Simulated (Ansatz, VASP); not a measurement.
NaCl in VASP and in Ansatz

```
Na Cl
1.0
     0.00000    2.79406    2.79406
     2.79406    0.00000    2.79406
     2.79406    2.79406    0.00000
Na Cl
1 1
Cartesian
  0.0000 0.0000 0.0000
  2.7941 2.7941 2.7941
```

The cell is a database's computed one.

Alike in both runs: task relaxation of cell and atoms; functional PBE; dispersion D3(BJ); k mesh 8 × 8 × 8; occupations gaussian, width 0.02 eV; no spin polarisation.

|  | VASP | Ansatz |
| --- | --- | --- |
| version | VASP 6.6.1 | Ansatz 0.2.0 |
| potentials or method | VASP PAW PBE potentials, release 64 (Na_pv, Cl) | scalar-relativistic, plane waves, PAW |
| plane-wave cutoff (eV) | 600 | 420 |
| valence electrons in the cell | 14 | 16 |

|  | VASP | Ansatz | Ansatz less VASP |
| --- | --- | --- | --- |
| gap on the k mesh at the Fermi level, each at its own relaxed structure (eV) | 5.22 | 5.23 | +0.015 |
| relaxed volume (Å³/atom) | 21.81 | 21.73 | -0.079 |
| relaxed cell length with the largest relative difference (Å) | 3.951 | 3.947 | -0.0048 |

The two sets of potentials don't hold the same shells in valence.

Caveats: the relaxation stopped at its first step, so nothing moved.
